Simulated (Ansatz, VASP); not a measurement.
Given: the input of a run of VASP 6.6.1 on AlN.

File INCAR:

```
SYSTEM = AlN
PREC     = Accurate       ! precision mode
ENCUT    = 520            ! plane-wave cutoff, eV
EDIFF    = 1E-6           ! SCF threshold, eV
ISMEAR   = -1             ! smearing method
SIGMA    = 0.05           ! smearing width, eV
LREAL    = .False.        ! projectors in reciprocal space
LASPH    = .True.         ! aspherical terms in the spheres
NELM     = 60             ! most SCF steps
ALGO     = Normal         ! electronic algorithm
ISIF     = 2              ! what is computed and relaxed
LWAVE    = .False.        ! write WAVECAR
LCHARG   = .False.        ! write CHGCAR
GGA      = PE             ! functional
IVDW     = 13             ! dispersion correction
NBANDS   = 16             ! bands
```

The input KPOINTS:

```
Automatic mesh
0
Gamma
  10 10 6
  0 0 0
```

The input POSCAR:

```
AlN
1.0
    3.1336164949      0.0000000000      0.0000000000
   -1.5668082474      2.7137914903      0.0000000000
    0.0000000000      0.0000000000      5.0139877163
Al N
2 2
Direct
    0.6666666667      0.3333333333      0.5000000000
    0.3333333333      0.6666666667      0.0000000000
    0.6666666667      0.3333333333      0.8800000000
    0.3333333333      0.6666666667      0.3800000000
```

Potentials or basis: VASP PAW PBE potentials, release 64 (Al, N).

The run is started by

```sh
$ cat potpaw_PBE.64/Al/POTCAR potpaw_PBE.64/N/POTCAR > POTCAR
$ mpirun -np 1 vasp_std > vasp.out
```

Task: Translate it to Ansatz 0.2.0. Potentials there: Ansatz PAW.

Result: As run (the cutoff follows the program's own potentials):

The input input.yaml:

```yaml
crystal:
  lattice:
    - [3.1336164949, 0.0, 0.0]
    - [-1.5668082474, 2.7137914903, 0.0]
    - [0.0, 0.0, 5.0139877163]
  atoms:
    - { symbol: Al, position: [0.6666666667, 0.3333333333, 0.5] }
    - { symbol: Al, position: [0.3333333333, 0.6666666667, 0.0] }
    - { symbol: "N", position: [0.6666666667, 0.3333333333, 0.88] }
    - { symbol: "N", position: [0.3333333333, 0.6666666667, 0.38] }
hamiltonian:
  xc: pbe
  pseudopotentials: { kind: paw }
  dispersion: d4
kpoints:
  mp_grid: { grid: [10, 10, 6] }
scf:
  occupations: { method: fermi_dirac, width: 0.05 }
output:
  forces: true
  stress: true
  eigenvalues: true
```

Potentials or basis: Ansatz PAW.

Launch:

```bash
$ ansatz run input.yaml --threads 2 --pin off --max-ram 5120MiB --backend cpu --events-out ev --progress --plain --runs-dir out
```

Both were run:

|  | VASP | Ansatz | Ansatz less VASP |
| --- | --- | --- | --- |
| gap on the k mesh at the Fermi level (eV) | 4.05 | 4.04 | -0.009 |
| least direct gap on the mesh (eV) | 4.05 | 4.04 | -0.009 |
| pressure (GPa) | -5.0 | -4.7 | +0.26 |
| largest component of the traceless stress (GPa) | 1.21 | 1.17 | -0.046 |
| rms of the force components (eV/Å) | 0.065 | 0.065 | +0.0001 |
| dispersion energy (meV/atom) | -300.4 | -300.5 | -0.10 |

Atom by atom the forces differ by 0.000 eV/Å (rms over components).

Caveats: the pressure holds a Pulay correction of +0.5 GPa for the finite cutoff (Ansatz). A k mesh can miss the band edges. As with any semilocal functional, this PBE gap is likely too small.
